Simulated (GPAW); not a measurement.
A run of GPAW 26.7.0 is set up as follows.

Contents of run.py:

```python
from ase import Atoms
from ase.eos import EquationOfState
from ase.io import Trajectory
from ase.units import GPa
from gpaw import GPAW, PW

atoms = Atoms(['Hf'],
              cell=[[-1.805, 1.805, 1.805],
                    [1.805, -1.805, 1.805],
                    [1.805, 1.805, -1.805]],
              scaled_positions=[[0.0, 0.0, 0.0]],
              pbc=True)

traj = Trajectory('eos.traj', 'w')
volumes, energies = [], []
for x in [0.94, 0.96, 0.98, 1.0, 1.02, 1.04, 1.06]:
    a = atoms.copy()
    a.set_cell(atoms.cell * x**(1 / 3), scale_atoms=True)
    calc = GPAW(mode=PW(600),
                xc='LDA',
                kpts={'size': (10, 10, 10), 'gamma': True},
                occupations={'name': 'fermi-dirac', 'width': 0.05},
                nbands=14,
                convergence={'density': 1e-05, 'energy': 1e-05},
                maxiter=150,
                txt=f'eos-{x:.2f}.txt')
    a.calc = calc
    energies.append(a.get_potential_energy(force_consistent=True))
    volumes.append(a.get_volume())
    p = -a.get_stress()[:3].mean() / GPa
    calc.write(f'eos-{x:.2f}.gpw')
    traj.write(a)
    print(f'{x:.2f} {volumes[-1]:10.4f} A^3 {energies[-1]:14.6f} eV {p:9.3f} GPa', flush=True)

v0, e0, B = EquationOfState(volumes, energies, eos='birchmurnaghan').fit()
print(f'V0 = {v0:.4f} A^3, E0 = {e0:.6f} eV, B0 = {B / GPa:.2f} GPa')
```

Potentials or basis: the program's PAW data sets (release 1.2.1) made for this functional, pw.

Run with:

```bash
$ OMP_NUM_THREADS=1 python run.py
```

Estimate the equilibrium volume.

20.59 Å³/atom (rough: see the caveat).

Predict the bulk modulus.

117 GPa (rough).

Energy against volume, from the lowest point:
```tsv
volume (Å³/atom)	energy (meV/atom)
22.112	0.00
22.582	24.42
23.052	53.92
23.523	88.03
23.993	126.31
24.464	168.33
24.934	213.72
```

Caveat: the minimum lies outside the volumes run. Spin-orbit coupling is left out, which matters for the levels of Hf.
